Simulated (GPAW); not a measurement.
# Te2Mo (P6_3/mmc) in GPAW: band structure with PBE

Aim: the band structure of Te2Mo with PBE.

All numbers are computed with GPAW 26.7.0; they aren't measurements. Logs are shortened: lines on timing, memory, paths and dates and some standing lists are left out, and cuts for length are marked. The log counts tension as positive stress, the text compression.

**Measured values to compare with.**

“Broadband infrared study of pressure-tunable Fano resonance and metallization transition in 2H-MoTe2”, 2022, pmc:9569381 quotes, for a bulk crystal of Te2Mo at 300 K: band gap 0.88 ± 0.05 eV (indirect).

The runs below are set against these values where they give the same quantity.

## 1. The structure

Symmetry: P6_3/mmc, No. 194, hexagonal system. Conventional cell: a = 3.518 Å, b = 3.518 Å, c = 13.974 Å, α = 90.00°, β = 90.00°, γ = 120.00°. Te (site symmetry 3m) has 3 Mo at 2.72 Å as nearest neighbours. Mo (site symmetry -6m2) has 6 Te at 2.72 Å as nearest neighbours.

## 2. Band structure, PBE, spin-orbit coupling, no magnetisation

Input file run.py:

```python
import numpy as np
from ase import Atoms
from ase.dft.bandgap import bandgap
from ase.io import write
from ase.units import GPa
from gpaw import GPAW, PW
from gpaw.spinorbit import soc_eigenstates

atoms = Atoms(['Te', 'Te', 'Te', 'Te', 'Mo', 'Mo'],
              cell=[[3.5182, 0.0, 0.0],
                    [-1.7591, 3.0468505756, 0.0],
                    [0.0, 0.0, 13.9736]],
              scaled_positions=[[0.6666666667, 0.3333333333, 0.379],
                                [0.3333333333, 0.6666666667, 0.879],
                                [0.6666666667, 0.3333333333, 0.121],
                                [0.3333333333, 0.6666666667, 0.621],
                                [0.6666666667, 0.3333333333, 0.75],
                                [0.3333333333, 0.6666666667, 0.25]],
              pbc=True)

calc = GPAW(mode=PW(600),
            xc='PBE',
            kpts={'size': (5, 5, 2), 'gamma': True},
            occupations={'name': 'fermi-dirac', 'width': 0.05},
            nbands=46,
            convergence={'density': 1e-05, 'energy': 1e-05},
            maxiter=150,
            txt='gpaw.txt')
atoms.calc = calc
energy = atoms.get_potential_energy()
forces = atoms.get_forces()
stress = atoms.get_stress()
calc.write('gs.gpw')
write('result.traj', atoms)
print(f'Energy: {energy:.6f} eV')
print('Forces (eV/A):')
print(forces.round(4))
print('Stress (GPa):', (stress / GPa).round(3))
print('Fermi level:', round(calc.get_fermi_level(), 4), 'eV')
print(f'Gap: {bandgap(calc)[0]:.4f} eV, direct: {bandgap(calc, direct=True)[0]:.4f} eV')

path = atoms.cell.bandpath('GMKGALHA,LM,KH', npoints=80, eps=1e-4)
bs_calc = calc.fixed_density(kpts=path, symmetry='off', nbands=73,
                             convergence={'bands': 'CBM+6.0', 'eigenstates': 1e-6}, txt='bands.txt')
bs = bs_calc.band_structure()
bs.write('bs.json')
print(f'Gap on the path: {bandgap(bs_calc)[0]:.4f} eV')

soc = soc_eigenstates(bs_calc, theta=90, phi=0)
np.savetxt('soc_bands.dat', soc.eigenvalues(), fmt='%.4f')
mesh = soc_eigenstates('gs.gpw', theta=90, phi=0)
np.savetxt('soc_mesh.dat', mesh.eigenvalues(), fmt='%.4f')
print('Fermi level with spin-orbit coupling:', round(mesh.fermi_level, 4), 'eV')
```

Potentials or basis: GPAW PAW data sets (gpaw-data 1.2.1), pw.

The run is started by

```bash
> OMP_NUM_THREADS=1 python run.py
```

gpaw.txt:

```text
__  _  _
 | _ |_)|_||  |
 |__||  | ||/\| - 26.7.0

Input parameters:
  mode=PW(ecut=600.0),
  convergence={'density': 1e-05, 'energy': 1e-05},
  kpts=MonkhorstPack(size=(5, 5, 2), gamma=True),
  maxiter=150,
  nbands=46,
  occupations=Occupations(name='fermi-dirac', width=0.05),
  xc=XC(name='PBE')

Diagonalizing LCAO Hamiltonian
Converting LCAO to pw mode

        Te

           Mo

        Te

           Te

        Mo

           Te

Atoms  # Å, Bohr magnetons
|   | symbol |         x |        y |         z |    initial magnetic moments |
|---|--------|-----------|----------|-----------|-----------------------------|
| 0 |     Te |  1.759100 | 1.015617 |  5.295994 | ( 0.0000,  0.0000,  0.0000) |
| 1 |     Te | -0.000000 | 2.031234 | 12.282794 | ( 0.0000,  0.0000,  0.0000) |
| 2 |     Te |  1.759100 | 1.015617 |  1.690806 | ( 0.0000,  0.0000,  0.0000) |
| 3 |     Te | -0.000000 | 2.031234 |  8.677606 | ( 0.0000,  0.0000,  0.0000) |
| 4 |     Mo |  1.759100 | 1.015617 | 10.480200 | ( 0.0000,  0.0000,  0.0000) |
| 5 |     Mo | -0.000000 | 2.031234 |  3.493400 | ( 0.0000,  0.0000,  0.0000) |

Unit cell  # Å
| periodic |         x |        y |         z |   lengths |     angles |
|----------|-----------|----------|-----------|-----------|------------|
|      yes |  3.518200 | 0.000000 |  0.000000 |  3.518200 |  90.000000 |
|      yes | -1.759100 | 3.046851 |  0.000000 |  3.518200 |  90.000000 |
|      yes |  0.000000 | 0.000000 | 13.973600 | 13.973600 | 120.000000 |

Number of symmetries: 12
Symmetry operations  # r_c * U_cc + t_c -> r_c
|    | kind |            matrix            |
|----|------|------------------------------|
|  0 |  σ   |  1, 1, 0,  0,-1, 0,  0, 0, 1 |
|  1 |  S6  |  1, 1, 0, -1, 0, 0,  0, 0,-1 |
|  2 |  E   |  1, 0, 0,  0, 1, 0,  0, 0, 1 |
|  3 |  C2  |  1, 0, 0, -1,-1, 0,  0, 0,-1 |
|  4 |  C2  |  0, 1, 0,  1, 0, 0,  0, 0,-1 |
|  5 |  C3  |  0, 1, 0, -1,-1, 0,  0, 0, 1 |
|  6 |  S6  |  0,-1, 0,  1, 1, 0,  0, 0,-1 |
|  7 |  σ   |  0,-1, 0, -1, 0, 0,  0, 0, 1 |
|  8 |  σ   | -1, 0, 0,  1, 1, 0,  0, 0, 1 |
|  9 |  i   | -1, 0, 0,  0,-1, 0,  0, 0,-1 |
| 10 |  C3  | -1,-1, 0,  1, 0, 0,  0, 0, 1 |
| 11 |  C2  | -1,-1, 0,  0, 1, 0,  0, 0,-1 |

BZ-sampling:
  Number of BZ points: 50
  Number of IBZ points: 10

  Monkhorst-Pack size: [5, 5, 2]
  Monkhorst-Pack shift: [0.0, 0.0, 0.25]

K-points  # in reciprocal-cell coordinates
|   |                                coordinates |     weight |
|---|--------------------------------------------|------------|
| 0 | (  0.00000000,   0.00000000,   0.00000000) | 0.02000000 |
| 1 | (  0.00000000,   0.00000000,   0.50000000) | 0.02000000 |
| 2 | (  0.20000000,   0.00000000,   0.00000000) | 0.12000000 |
| 3 | (  0.20000000,   0.00000000,   0.50000000) | 0.12000000 |
| 4 | (  0.40000000,  -0.20000000,   0.00000000) | 0.12000000 |
| 5 | (  0.40000000,  -0.20000000,   0.50000000) | 0.12000000 |
| 6 | (  0.40000000,   0.00000000,   0.00000000) | 0.12000000 |
| 7 | (  0.40000000,   0.00000000,   0.50000000) | 0.12000000 |
| 8 | (  0.40000000,   0.40000000,   0.00000000) | 0.12000000 |
| 9 | (  0.40000000,   0.40000000,   0.50000000) | 0.12000000 |

Plane wave coefficients: 5024
Cutoff: 600.0 eV

Spin-components: 1 (collinear spins)
Bands:           46
Projectors:      32
Spin-degeneracy: 2
Datatype:        complex128

Parallelization:
  kpt:    1
  domain: 1
  band:   1

Density:
  Valence electrons: 52.0
  Components: 1
  Grid points: [20 20 80]
  Charge: 0.0  # |e|

Potential:
  Grid points: [20 20 80]

species:
  Te:
    name:    Tellurium
    Z:       52.0
    valence: 6
    core:    46
    charge:  0.0  # [|e|]
    compensation charges:
      type: gauss
      rc: 0.36  # [Å]
      lmax: 2
    cutoffs:
      filter: 2.09  # [Å]
      core: 3.17  # [Å]
    projectors
    | kind |    occ | energy [eV] | rcut [Å] |
    |------|--------|-------------|----------|
    |   5s |  2.000 |     -15.089 |    1.180 |
    |   5p |  4.000 |      -5.955 |    1.196 |
    |    s |        |      12.123 |    1.180 |
    |    p |        |      21.256 |    1.196 |
    |    d |        |       0.000 |    1.238 |

    Using partial waves for Te as LCAO basis

  Mo:
    name:    Molybdenum
    Z:       42.0
    valence: 14
    core:    28
    charge:  0.0  # [|e|]
    compensation charges:
      type: gauss
      rc: 0.38  # [Å]
      lmax: 2
    cutoffs:
      filter: 2.16  # [Å]
      core: 1.42  # [Å]
    projectors
    | kind |    occ | energy [eV] | rcut [Å] |
    |------|--------|-------------|----------|
    |   4s |  2.000 |     -64.307 |    1.238 |
    |   5s |  1.000 |      -4.084 |    1.238 |
    |   4p |  6.000 |     -38.491 |    1.296 |
    |   5p |  0.000 |      -1.044 |    1.296 |
    |   4d |  5.000 |      -3.754 |    1.296 |
    |    d |        |      23.458 |    1.296 |

    Using partial waves for Mo as LCAO basis

Reference energy: -959430.878998  # eV

eigensolver:
  PPCG
  Converge bands: occupied
  niter=2

density mixing:
  MSR1-Mixer
  Pratt-step length: 0.05
  Maximum mixing coefficient: 0.75
  Old densities: 10
  SVD Regularization: 0.005
  Good broyden scale: 1.0
  Trust region scale: 1.0
  Backstep threshold: 4.0
  History deletion threshold: 6.0
  Fourier metric: weight=20.0, sigma=0.015

occupation numbers:
  Fermi-Dirac:
    width: 0.0500  # eV

poisson solver:
  ecut: 4800.0  # eV

xc functional:
  name: PBE with 2 nearest neighbor stencil

convergence criteria:
- Maximum integral of absolute [dens]ity change: 1e-05 electrons / valence electron
- Maximum [total energy] change in last 3 cyles: 1e-05 eV / valence electron
- Maximum integral of absolute [eigenst]ate change: 4e-08 eV^2 / valence electron
maximum number of iterations: 150

SCF iterations
|iter     | |      energy | eigst |  dens |
|---------|-|-------------|-------|-------|
|iter:   1| |  -38.260317 | +0.48 |       |
|iter:   2| |  -38.058299 | -1.42 | -1.09 |
|iter:   3| |  -37.341062 | -1.47 | -1.12 |
|iter:   4| |  -37.047393 | -1.75 | -1.36 |
|iter:   5| |  -36.996957 | -2.54 | -1.78 |
|iter:   6| |  -36.999578 | -3.43 | -2.12 |
|iter:   7| |  -36.998802 | -4.30 | -2.67 |
|iter:   8| |  -36.997867 | -4.94 | -2.79 |
|iter:   9| |  -36.997874 | -6.07 | -3.48 |
|iter:  10| |  -36.997874c| -7.33 | -4.25 |
|iter:  11| |  -36.997874c| -8.03c| -4.95 |
|iter:  12| |  -36.997874c| -8.42c| -5.37c|

Converged in 12 steps
Energy contributions relative to reference atoms: (reference = -959430.878998)

Energy contributions:
  Kinetic:          18.927395
  Coulomb:         -25.573162
  Zero:             -0.156533
  External:          0.000000
  Xc:              -30.195531
  Entropy:          -0.000088
  Spinorbit:         0.000000
  ----------------------------
  Free energy:     -36.997918
  Extrapolated:    -36.997874

dipole moment: (-0.000099, -0.000172, -0.000789)  # |e|*Ang

Fermi level: 8.451
Eigenvalues  # (at kpt = [0.000, 0.000, 0.000])
| band index |      eig [eV] | occ [0-2] |
|------------|---------------|-----------|
|          0 |       -52.721 |     2.000 |
|        ... |               |           |
|         18 |         6.324 |     2.000 |
|         19 |         7.084 |     2.000 |
|         20 |         7.090 |     2.000 |
|         21 |         7.090 |     2.000 |
|         22 |         7.125 |     2.000 |
|         23 |         7.125 |     2.000 |
[... 8 lines left out ...]
|         32 |        11.513 |     0.000 |
|         33 |        11.513 |     0.000 |
|        ... |               |           |
|         45 |        19.232 |     0.000 |

Gap: 0.703 eV
Transition (v -> c):
  (s=0, k=0, n=25, [0.00, 0.00, 0.00]) -> (s=0, k=4, n=26, [0.40, -0.20, 0.00])
Direct/indirect transitions are different
Direct gap: 1.279 eV
Transition at: (s=0, k=4, n=25, [0.40, -0.20, 0.00])

Forces  # eV/Ang
|        x |        y |        z |
|----------|----------|----------|
|  0.00000 | -0.00000 |  0.10411 |  # Te   0
| -0.00000 |  0.00000 |  0.10405 |  # Te   1
|  0.00000 | -0.00000 | -0.10405 |  # Te   2
| -0.00000 |  0.00000 | -0.10411 |  # Te   3
|  0.00000 | -0.00000 | -0.00003 |  # Mo   4
|  0.00000 |  0.00000 |  0.00003 |  # Mo   5

Stress tensor  # eV/Ang^3
|         x |         y |         z |
|-----------|-----------|-----------|
| -0.013722 |  0.000000 |  0.000000 |
|  0.000000 | -0.013722 | -0.000000 |
|  0.000000 | -0.000000 | -0.016005 |

# Writing to gs.gpw (mode='')
```

It took 5.4 min on 1 thread of Arm Neoverse V1, shared host; peak memory 0.93 GiB.

What came out:

* Free energy: -36.9979 eV
* Pressure: 2.3 GPa
* Largest force: 0.104 eV/Å
* Band gap on the k mesh: 0.69 eV, indirect (least direct gap 1.21 eV)
* Band gap along the path: 0.69 eV, indirect (least direct gap 0.95 eV)

Forces in eV/Å, atoms in the order of the input:
```
Te   0.000  0.000  0.104
Te   0.000  0.000  0.104
Te   0.000  0.000 -0.104
Te   0.000  0.000 -0.104
Mo   0.000  0.000  0.000
Mo   0.000  0.000  0.000
```

Levels at the corners of the path, in eV from the valence-band top:
| point | band 50 | band 51 | band 52 | band 53 | band 54 | band 55 |
| --- | --- | --- | --- | --- | --- | --- |
| Γ | -0.37 | 0.00 | 0.00 | 2.51 | 2.51 | 2.64 |
| M | -0.57 | -0.32 | -0.32 | 1.21 | 1.21 | 1.27 |
| K | -0.37 | -0.04 | -0.04 | 0.91 | 0.91 | 0.94 |
| Γ | -0.37 | 0.00 | 0.00 | 2.51 | 2.51 | 2.64 |
| A | -0.09 | -0.09 | -0.09 | 2.55 | 2.55 | 2.55 |
| L | -0.45 | -0.45 | -0.45 | 1.24 | 1.24 | 1.24 |
| H | -0.34 | -0.12 | -0.12 | 0.91 | 0.91 | 0.96 |
| A | -0.09 | -0.09 | -0.09 | 2.55 | 2.55 | 2.55 |
| L | -0.45 | -0.45 | -0.45 | 1.24 | 1.24 | 1.24 |
| M | -0.57 | -0.32 | -0.32 | 1.21 | 1.21 | 1.27 |
| K | -0.37 | -0.04 | -0.04 | 0.91 | 0.91 | 0.94 |
| H | -0.34 | -0.12 | -0.12 | 0.91 | 0.91 | 0.96 |

Caveat: the k mesh is coarse; spin-orbit coupling was added after a scalar SCF, so levels and gaps hold it while energy, forces, pressure and moments don't; this program's spin-orbit splittings come out too wide for heavy elements; this functional lacks dispersion, which binds the layers, so the pressure and a relaxed spacing across them are unreliable.

## 3. Against experiment

Step 2. Measured gap of Te2Mo: 0.88 eV (indirect; 300 K; quoted in “Broadband infrared study of pressure-tunable Fano resonance and metallization transition in 2H-MoTe2”, 2022, pmc:9569381). This calculation gives 0.69 eV (-0.19 eV). The value is that of PBE, without temperature or zero-point motion. Semilocal functionals fall short of measured gaps as a rule.
